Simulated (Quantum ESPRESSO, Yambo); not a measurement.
# Beyond one shot: AgBr (Fm-3m), part 2 of 2

How far does self-consistency move the gap of AgBr (Fm-3m)?

Quantum ESPRESSO 7.5 and Yambo 5.3.0; PBE and many-body steps on it, plane waves. Known limits of the many-body steps: not at the basis limit; d shell near the gap, gap tends to lie low; no spin-orbit coupling; coarse k mesh.

So far. Step 5 (evGW0, cycle 1): Against G0W0 in Yambo (4×4×4 mesh, 125 bands, screening to 197.3 eV, Godby-Needs plasmon pole), the gap moves by +0.148 eV. Step 6 (evGW0, cycle 2): Against the cycle before, the gap moves by +0.018 eV.

The database entry behind the starting cell differs from later determinations by our own check (about 0.6 % short of the room-temperature cell), so it need not match the best structure at ambient conditions.

## 7. evGW0, cycle 3

Level of this step: evGW0 on PBE, plane waves, norm-conserving pseudopotentials (Yambo).

gw4.in reads:

```
HF_and_locXC
gw0
dyson
ppa
em1d
rim_cut
RandQpts= 1000000
RandGvec= 1 RL
EXXRLvcs= 76 Ry
VXCRLvcs= 304 Ry
Chimod= "HARTREE"
% BndsRnXp
 1 | 125 |
%
NGsBlkXp= 14.5 Ry
% LongDrXp
 1 | 1 | 1 |
%
% GbndRnge
 1 | 125 |
%
DysSolver= "n"
ExtendOut
PPAPntXp= 27.21138 eV
% QPkrange
 1 | 8 | 11 | 22 |
%
GfnQPdb= "E < ./gw3_fix/ndb.QP"
```

Command:

```console
> OMP_NUM_THREADS=1 mpirun -n 4 yambo -F gw4.in -J gw4,gw1_W -C gw4 > gw4.log
```

The log of the run:

```text
 Yambo, version 5.3.0

 [02] CORE Variables Setup
 =========================

  [... cell, symmetries and grids as in the set-up ...]

  [02.05] Energies & Occupations
  ==============================

  [X] === General ===
  [X] Electronic Temperature                        :  0.000000  0.000000 [eV K]
  [X] Bosonic    Temperature                        :  0.000000  0.000000 [eV K]
  [X] Finite Temperature mode                       : no
  [X] El. density                                   :  0.76131E+24 [cm-3]
[...]
Sx RL components                                 :   3647

   QP @ state[ 1 ] K range                          :   1   8
   QP @ state[ 1 ] b range                          :  11  22
   GF energies kind                                 : Perdew, Burke & Ernzerhof(X)+Perdew, Burke & Ernzerhof(C)+ E < ./gw1/ndb.QP + @E Fit+ E < ./gw2_fix/
   GF WF`s kind                                     : Perdew, Burke & Ernzerhof(X)+Perdew, Burke & Ernzerhof(C)
   Xs energies kind                                 : Perdew, Burke & Ernzerhof(X)+Perdew, Burke & Ernzerhof(C)
   Xs WF`s kind                                     : Perdew, Burke & Ernzerhof(X)+Perdew, Burke & Ernzerhof(C)

 [13] Game Over & Game summary
```

Run time: 9.4 min. Hardware: 4 MPI ranks of Arm Neoverse V2, shared host; peak memory 1.8 GiB; 38 min of CPU time.

Numbers from this step:

```yaml
quasiparticle_gap_on_the_mesh: 2.194 eV
gap_of_the_density_functional_on_the_mesh: 0.6724 eV
k_of_the_valence_top: 0, 0, -0.5
k_of_the_conduction_bottom: 0, 0, 0
least_direct_quasiparticle_gap_on_the_computed_points: 4.690 eV
```

Against the cycle before, the gap moves by +0.002 eV.

The program's own table gives 2.434 eV, which is too large where the input levels are shifted: this version takes Σc at the unshifted level E₀, yet steps from the shifted one. The value above is the Newton step from E₀, E₀ + Z(Σc + Σx − Vxc), rebuilt from the printed columns.

## 8. evGW, cycle 1

This step: evGW on PBE, plane waves, norm-conserving pseudopotentials.

gw5.in, as its differences from gw4.in of step 7:

```diff
@@ -27,2 +27,3 @@
 %
-GfnQPdb= "E < ./gw3_fix/ndb.QP"
+GfnQPdb= "E < ./gw1/ndb.QP"
+XfnQPdb= "E < ./gw1/ndb.QP"
```

Command:

```console
> OMP_NUM_THREADS=1 mpirun -n 4 yambo -F gw5.in -J gw5 -C gw5 > gw5.log
```

The log of the run:

```text
 Yambo, version 5.3.0

 [02] CORE Variables Setup
 =========================

  [... cell, symmetries and grids as in the set-up ...]

  [02.05] Energies & Occupations
  ==============================

  [X] === General ===
  [X] Electronic Temperature                        :  0.000000  0.000000 [eV K]
  [X] Bosonic    Temperature                        :  0.000000  0.000000 [eV K]
  [X] Finite Temperature mode                       : no
  [X] El. density                                   :  0.76131E+24 [cm-3]
[...]
Sx RL components                                 :   3647

   QP @ state[ 1 ] K range                          :   1   8
   QP @ state[ 1 ] b range                          :  11  22
   GF energies kind                                 : Perdew, Burke & Ernzerhof(X)+Perdew, Burke & Ernzerhof(C)+ E < ./gw1/ndb.QP + @E Fit
   GF WF`s kind                                     : Perdew, Burke & Ernzerhof(X)+Perdew, Burke & Ernzerhof(C)
   Xs energies kind                                 : Perdew, Burke & Ernzerhof(X)+Perdew, Burke & Ernzerhof(C)
   Xs WF`s kind                                     : Perdew, Burke & Ernzerhof(X)+Perdew, Burke & Ernzerhof(C)

 [15] Game Over & Game summary
```

The job ended after 11 min (4 MPI ranks; peak memory 1.9 GiB; 42 min of CPU time).

This step gave:

* quasiparticle gap on the mesh: 2.433 eV
* gap of the density functional on the mesh: 0.6724 eV
* k of the valence top: 0, 0, -0.5
* k of the conduction bottom: 0, 0, 0
* least direct quasiparticle gap on the computed points: 4.931 eV

Against G0W0 in Yambo (4×4×4 mesh, 125 bands, screening to 197.3 eV, Godby-Needs plasmon pole), the gap moves by +0.408 eV.

The program's own table gives 2.631 eV, which is too large where the input levels are shifted: this version takes Σc at the unshifted level E₀, yet steps from the shifted one. The value above is the Newton step from E₀, E₀ + Z(Σc + Σx − Vxc), rebuilt from the printed columns.

## 9. evGW, cycle 2

gw6.in, as its differences from gw5.in of step 8:

```diff
@@ -27,3 +27,3 @@
 %
-GfnQPdb= "E < ./gw1/ndb.QP"
-XfnQPdb= "E < ./gw1/ndb.QP"
+GfnQPdb= "E < ./gw5_fix/ndb.QP"
+XfnQPdb= "E < ./gw5_fix/ndb.QP"
```

Command:

```console
> OMP_NUM_THREADS=1 mpirun -n 4 yambo -F gw6.in -J gw6 -C gw6 > gw6.log
```

The log of the run:

```text
 Yambo, version 5.3.0

 [02] CORE Variables Setup
 =========================

  [... cell, symmetries and grids as in the set-up ...]

  [02.05] Energies & Occupations
  ==============================

  [X] === General ===
  [X] Electronic Temperature                        :  0.000000  0.000000 [eV K]
  [X] Bosonic    Temperature                        :  0.000000  0.000000 [eV K]
  [X] Finite Temperature mode                       : no
  [X] El. density                                   :  0.76131E+24 [cm-3]
[...]
Sx RL components                                 :   3647

   QP @ state[ 1 ] K range                          :   1   8
   QP @ state[ 1 ] b range                          :  11  22
   GF energies kind                                 : Perdew, Burke & Ernzerhof(X)+Perdew, Burke & Ernzerhof(C)+ E < ./gw1/ndb.QP + @E Fit+ E < ./gw5_fix/
   GF WF`s kind                                     : Perdew, Burke & Ernzerhof(X)+Perdew, Burke & Ernzerhof(C)
   Xs energies kind                                 : Perdew, Burke & Ernzerhof(X)+Perdew, Burke & Ernzerhof(C)
   Xs WF`s kind                                     : Perdew, Burke & Ernzerhof(X)+Perdew, Burke & Ernzerhof(C)

 [15] Game Over & Game summary
```

Wall time 11 min (4 MPI ranks); peak memory 1.9 GiB.

This step gave:

| Item | Value |
| --- | --- |
| quasiparticle gap on the mesh | 2.565 eV |
| gap of the density functional on the mesh | 0.6724 eV |
| k of the valence top | 0, 0, -0.5 |
| k of the conduction bottom | 0, 0, 0 |
| least direct quasiparticle gap on the computed points | 5.061 eV |

Against the cycle before, the gap moves by +0.132 eV.

The program's own table gives 2.809 eV, which is too large where the input levels are shifted: this version takes Σc at the unshifted level E₀, yet steps from the shifted one. The value above is the Newton step from E₀, E₀ + Z(Σc + Σx − Vxc), rebuilt from the printed columns.

## 10. evGW, cycle 3

gw7.in, as its differences from gw6.in of step 9:

```diff
@@ -27,3 +27,3 @@
 %
-GfnQPdb= "E < ./gw5_fix/ndb.QP"
-XfnQPdb= "E < ./gw5_fix/ndb.QP"
+GfnQPdb= "E < ./gw6_fix/ndb.QP"
+XfnQPdb= "E < ./gw6_fix/ndb.QP"
```

Command:

```console
> OMP_NUM_THREADS=1 mpirun -n 4 yambo -F gw7.in -J gw7 -C gw7 > gw7.log
```

The log of the run:

```text
 Yambo, version 5.3.0

 [02] CORE Variables Setup
 =========================

  [... cell, symmetries and grids as in the set-up ...]

  [02.05] Energies & Occupations
  ==============================

  [X] === General ===
  [X] Electronic Temperature                        :  0.000000  0.000000 [eV K]
  [X] Bosonic    Temperature                        :  0.000000  0.000000 [eV K]
  [X] Finite Temperature mode                       : no
  [X] El. density                                   :  0.76131E+24 [cm-3]
[...]
Sx RL components                                 :   3647

   QP @ state[ 1 ] K range                          :   1   8
   QP @ state[ 1 ] b range                          :  11  22
   GF energies kind                                 : Perdew, Burke & Ernzerhof(X)+Perdew, Burke & Ernzerhof(C)+ E < ./gw1/ndb.QP + @E Fit+ E < ./gw5_fix/
   GF WF`s kind                                     : Perdew, Burke & Ernzerhof(X)+Perdew, Burke & Ernzerhof(C)
   Xs energies kind                                 : Perdew, Burke & Ernzerhof(X)+Perdew, Burke & Ernzerhof(C)
   Xs WF`s kind                                     : Perdew, Burke & Ernzerhof(X)+Perdew, Burke & Ernzerhof(C)

 [15] Game Over & Game summary
```

Run time: 10 min. Hardware: 4 MPI ranks; peak memory 1.9 GiB.

Numbers from this step:

* quasiparticle gap on the mesh: 2.607 eV
* gap of the density functional on the mesh: 0.6724 eV
* k of the valence top: 0, 0, -0.5
* k of the conduction bottom: 0, 0, 0
* least direct quasiparticle gap on the computed points: 5.101 eV

Against the cycle before, the gap moves by +0.042 eV.

The program's own table gives 2.865 eV, which is too large where the input levels are shifted: this version takes Σc at the unshifted level E₀, yet steps from the shifted one. The value above is the Newton step from E₀, E₀ + Z(Σc + Σx − Vxc), rebuilt from the printed columns.

## 11. evGW, cycle 4

gw8.in, as its differences from gw7.in of step 10:

```diff
@@ -27,3 +27,3 @@
 %
-GfnQPdb= "E < ./gw6_fix/ndb.QP"
-XfnQPdb= "E < ./gw6_fix/ndb.QP"
+GfnQPdb= "E < ./gw7_fix/ndb.QP"
+XfnQPdb= "E < ./gw7_fix/ndb.QP"
```

Command:

```console
> OMP_NUM_THREADS=1 mpirun -n 4 yambo -F gw8.in -J gw8 -C gw8 > gw8.log
```

The log of the run:

```text
 Yambo, version 5.3.0

 [02] CORE Variables Setup
 =========================

  [... cell, symmetries and grids as in the set-up ...]

  [02.05] Energies & Occupations
  ==============================

  [X] === General ===
  [X] Electronic Temperature                        :  0.000000  0.000000 [eV K]
  [X] Bosonic    Temperature                        :  0.000000  0.000000 [eV K]
  [X] Finite Temperature mode                       : no
  [X] El. density                                   :  0.76131E+24 [cm-3]
[...]
Sx RL components                                 :   3647

   QP @ state[ 1 ] K range                          :   1   8
   QP @ state[ 1 ] b range                          :  11  22
   GF energies kind                                 : Perdew, Burke & Ernzerhof(X)+Perdew, Burke & Ernzerhof(C)+ E < ./gw1/ndb.QP + @E Fit+ E < ./gw5_fix/
   GF WF`s kind                                     : Perdew, Burke & Ernzerhof(X)+Perdew, Burke & Ernzerhof(C)
   Xs energies kind                                 : Perdew, Burke & Ernzerhof(X)+Perdew, Burke & Ernzerhof(C)
   Xs WF`s kind                                     : Perdew, Burke & Ernzerhof(X)+Perdew, Burke & Ernzerhof(C)

 [15] Game Over & Game summary
```

It took 10 min on 4 MPI ranks; peak memory 1.9 GiB; 42 min of CPU time.

Numbers from this step:

- quasiparticle gap on the mesh: 2.621 eV
- gap of the density functional on the mesh: 0.6724 eV
- k of the valence top: 0, 0, -0.5
- k of the conduction bottom: 0, 0, 0
- least direct quasiparticle gap on the computed points: 5.118 eV

Against the cycle before, the gap moves by +0.014 eV.

The program's own table gives 2.884 eV, which is too large where the input levels are shifted: this version takes Σc at the unshifted level E₀, yet steps from the shifted one. The value above is the Newton step from E₀, E₀ + Z(Σc + Σx − Vxc), rebuilt from the printed columns.

## 12. evGW, cycle 5

gw9.in, as its differences from gw8.in of step 11:

```diff
@@ -27,3 +27,3 @@
 %
-GfnQPdb= "E < ./gw7_fix/ndb.QP"
-XfnQPdb= "E < ./gw7_fix/ndb.QP"
+GfnQPdb= "E < ./gw8_fix/ndb.QP"
+XfnQPdb= "E < ./gw8_fix/ndb.QP"
```

Command:

```console
> OMP_NUM_THREADS=1 mpirun -n 4 yambo -F gw9.in -J gw9 -C gw9 > gw9.log
```

The log of the run:

```text
 Yambo, version 5.3.0

 [02] CORE Variables Setup
 =========================

  [... cell, symmetries and grids as in the set-up ...]

  [02.05] Energies & Occupations
  ==============================

  [X] === General ===
  [X] Electronic Temperature                        :  0.000000  0.000000 [eV K]
  [X] Bosonic    Temperature                        :  0.000000  0.000000 [eV K]
  [X] Finite Temperature mode                       : no
  [X] El. density                                   :  0.76131E+24 [cm-3]
[...]
Sx RL components                                 :   3647

   QP @ state[ 1 ] K range                          :   1   8
   QP @ state[ 1 ] b range                          :  11  22
   GF energies kind                                 : Perdew, Burke & Ernzerhof(X)+Perdew, Burke & Ernzerhof(C)+ E < ./gw1/ndb.QP + @E Fit+ E < ./gw5_fix/
   GF WF`s kind                                     : Perdew, Burke & Ernzerhof(X)+Perdew, Burke & Ernzerhof(C)
   Xs energies kind                                 : Perdew, Burke & Ernzerhof(X)+Perdew, Burke & Ernzerhof(C)
   Xs WF`s kind                                     : Perdew, Burke & Ernzerhof(X)+Perdew, Burke & Ernzerhof(C)

 [15] Game Over & Game summary
```

Wall time 10 min (4 MPI ranks); peak memory 1.9 GiB; 42 min of CPU time.

Numbers from this step:

- quasiparticle gap on the mesh: 2.625 eV
- gap of the density functional on the mesh: 0.6724 eV
- k of the valence top: 0, 0, -0.5
- k of the conduction bottom: 0, 0, 0
- least direct quasiparticle gap on the computed points: 5.120 eV

Against the cycle before, the gap moves by +0.004 eV.

The program's own table gives 2.889 eV, which is too large where the input levels are shifted: this version takes Σc at the unshifted level E₀, yet steps from the shifted one. The value above is the Newton step from E₀, E₀ + Z(Σc + Σx − Vxc), rebuilt from the printed columns.

## 13. Side by side

Times are wall times on 4 MPI ranks of Arm Neoverse V2, shared host, good to a factor of about two.

```csv
run,mesh,bands,screening cutoff (eV),DFT gap (eV),gap on the mesh (eV),direct (eV),time
G0W0,4×4×4,125,197.3,0.672,2.026,4.493,11 min
"evGW0, cycle 1",4×4×4,125,197.3,0.672,2.174,4.665,9.4 min
"evGW0, cycle 2",4×4×4,125,197.3,0.672,2.192,4.687,9.5 min
"evGW0, cycle 3",4×4×4,125,197.3,0.672,2.194,4.690,9.4 min
"evGW, cycle 1",4×4×4,125,197.3,0.672,2.433,4.931,11 min
"evGW, cycle 2",4×4×4,125,197.3,0.672,2.565,5.061,11 min
"evGW, cycle 3",4×4×4,125,197.3,0.672,2.607,5.101,10 min
"evGW, cycle 4",4×4×4,125,197.3,0.672,2.621,5.118,10 min
"evGW, cycle 5",4×4×4,125,197.3,0.672,2.625,5.120,10 min
```

## 14. What came out

```yaml
g0w0: 2.026 eV
evgw0_cycle_1: 2.174 eV
evgw0_cycle_2: 2.192 eV
evgw0_cycle_3: 2.194 eV
evgw_cycle_1: 2.433 eV
evgw_cycle_2: 2.565 eV
evgw_cycle_3: 2.607 eV
evgw_cycle_4: 2.621 eV
evgw_cycle_5: 2.625 eV
known_limits: not at the basis limit; d shell near the gap, gap tends to lie low; no spin-orbit coupling; coarse k mesh
```

What this shows: evGW0 ends at 2.19 eV, +0.17 eV from G0W0, after 3 cycles that took 28 min beside the first screening; the last moved the gap by 0.002 eV. evGW ends at 2.63 eV, +0.60 eV from G0W0, after 5 cycles that took 52 min beside the first screening; the last moved the gap by 0.004 eV. Bands and cutoff are finite, so the gap is not at the basis limit. The miss can reach some tenths of an eV and take either sign; the mesh is an error of its own. The 4×4×4 mesh is coarse for this cell, which bears on the long-range parts of exchange and screening. A d shell, filled or nearly so, lies near the gap. One-shot GW converges very slowly in bands there, not always from below, and on a semilocal start the gap tends to come out low; starts rich in exact exchange can overshoot instead. The many-body steps are scalar-relativistic: spin-orbit coupling is not in them.

[Paths, hosts, dates, memory and timing lines, banners, echoed tables and standing remarks are left out of the program output.]

[Logs are printed without paths, hosts, clocks, repeated set-up lines and the standing remarks that a program may print on its own settings, such as how far it seeks lower states.]

[Runs of the session that timed out or met a known fault of the program may be left out.]

[Hosts, paths, dates, database ids (printed as entryN), source tags and the programs' standing remarks are cut or masked in the printed files.]
